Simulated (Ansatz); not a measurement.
# A vibration from a frozen displacement in C

Level of theory: Ansatz 0.2.0, DFT PBE+D3(BJ), scalar-relativistic, plane waves, PAW. Settings: plane waves to 420 eV, k-mesh 18×18×2 (Γ-centred), Gaussian smearing 0.15 eV. No spin polarisation. Energies are free energies at this smearing, counted from the undisturbed cell; pressure is positive in compression.

Zero of the scan (relaxed at this level):

```
CELL_PARAMETERS angstrom
2.46488 0.00000 0.00000
-1.23244 2.13465 0.00000
0.00000 0.00000 20.60609
ATOMIC_POSITIONS crystal
C 0.66667 0.33333 0.95199
C 0.66667 0.33333 0.45201
C 0.66667 0.33333 0.77932
C 0.66667 0.33333 0.27934
C 0.00000 0.00000 0.61567
C 0.33333 0.66667 0.27932
C 0.00000 0.00000 0.11567
C 0.66667 0.33333 0.61567
C 0.33333 0.66667 0.77934
C 0.33333 0.66667 0.11567
C 0.33333 0.66667 0.45199
C 0.33333 0.66667 0.95201
```

Atom 1 (C) is moved by x along the Cartesian unit vector (-0.500, -0.866, 0.000); the cell and all other atoms stay fixed. The cell's volume is 108.42 Å³; the moved atoms weigh 12.011 u together and the others 132.121 u. Some rows repeat others by symmetry and weren't run.

| x (Å) | ΔE (meV/cell) | total force on the moved atoms along the move (eV/Å) | pressure (GPa) |
| --- | --- | --- | --- |
| -0.1000 | 269.48 | 5.3911 | 0.7424 |
| -0.0875 | 206.27 | 4.7219 | 0.5671 |
| -0.0750 | 151.46 | 4.0473 | 0.4155 |
| -0.0625 | 105.10 | 3.3700 | 0.2875 |
| -0.0500 | 67.21 | 2.6928 | 0.1829 |
| -0.0375 | 37.77 | 2.0169 | 0.1014 |
| -0.0250 | 16.78 | 1.3429 | 0.0432 |
| -0.0125 | 4.19 | 0.6708 | 0.0082 |
| 0.0000 | 0.00 | 0.0000 | -0.0035 |
| 0.0125 | 4.19 | -0.6708 | 0.0082 |
| 0.0250 | 16.78 | -1.3429 | 0.0432 |
| 0.0375 | 37.77 | -2.0169 | 0.1014 |
| 0.0500 | 67.21 | -2.6928 | 0.1829 |
| 0.0625 | 105.10 | -3.3700 | 0.2875 |
| 0.0750 | 151.46 | -4.0473 | 0.4155 |
| 0.0875 | 206.27 | -4.7219 | 0.5671 |
| 0.1000 | 269.48 | -5.3911 | 0.7424 |

Question: What frequency belongs to this motion?

Answer: The force constant is k = −dF/dx = 53.667 eV/Å², from the parabola through x = -0.0125, 0 and 0.0125. In every cell the moved atoms swing against the rest, so the mass is μ = m₁m₂/(m₁ + m₂) = 11.010 u, and ν̃ = 521.5 cm⁻¹ × √(|k|/μ) = 1151 cm⁻¹. The pattern needn't be a normal mode: ν̃² is then a weighted mean of the squared nonzero frequencies at the zone centre of this cell, so it lies between the lowest and the highest of them.

Question: How far does the harmonic law reach?

Answer: At x = -0.100 Å, kx²/2 = 268.34 meV against the computed 269.48 meV (+0.4 %): the well is still close to harmonic there.

Question: The pressure changes with x². What does that say about the frequency under compression?

Answer: With E = k(V)x²/2, k ∝ V^(−2γ) and x scaling with the cell as V^(1/3), P − P0 = −∂E/∂V = (2γ − 2/3) ΔE/V. At x = 0.0250 Å, V(P − P0) = 108.42 × 0.04669 / 160.2 eV = 31.60 meV and ΔE = 16.78 meV, so γ = 1/3 + V(P − P0)/(2ΔE) = 1.28. This is the Grüneisen parameter of the motion under uniform scaling of the cell: shrinking the cell evenly by 1 % in volume raises the frequency by about 1.28 %.

In a metal these slopes depend on the k mesh and the smearing.

Cost: 9 runs of about 33 core-minutes in all, on Intel Xeon Processor @ 2.50GHz (Skylake/Cascade Lake) (shared hosts).

The stiffness comes from the sp² network within a carbon layer. The displaced atom moves perpendicular to one of its bonds while compressing a second and stretching the third equally, so the odd anharmonic terms cancel by symmetry and only a slight net hardening remains at the largest displacement.

The 1151 cm⁻¹ lies well below the familiar G mode of graphite, but this doesn't indicate weakened bonds. Moving one atom combines the stiff optical motion of the two sublattices with rigid shear of the whole layer, which is opposed only by weak interlayer forces and adds almost nothing to the mean squared frequency.

The Grüneisen parameter of 1.28 probably reflects mainly the shortening of the in-plane bonds that uniform scaling enforces. Under hydrostatic pressure, graphite contracts chiefly between its layers, so the frequency should rise much less for the same loss of volume. The value therefore can't be carried over directly to a high-pressure Raman experiment.
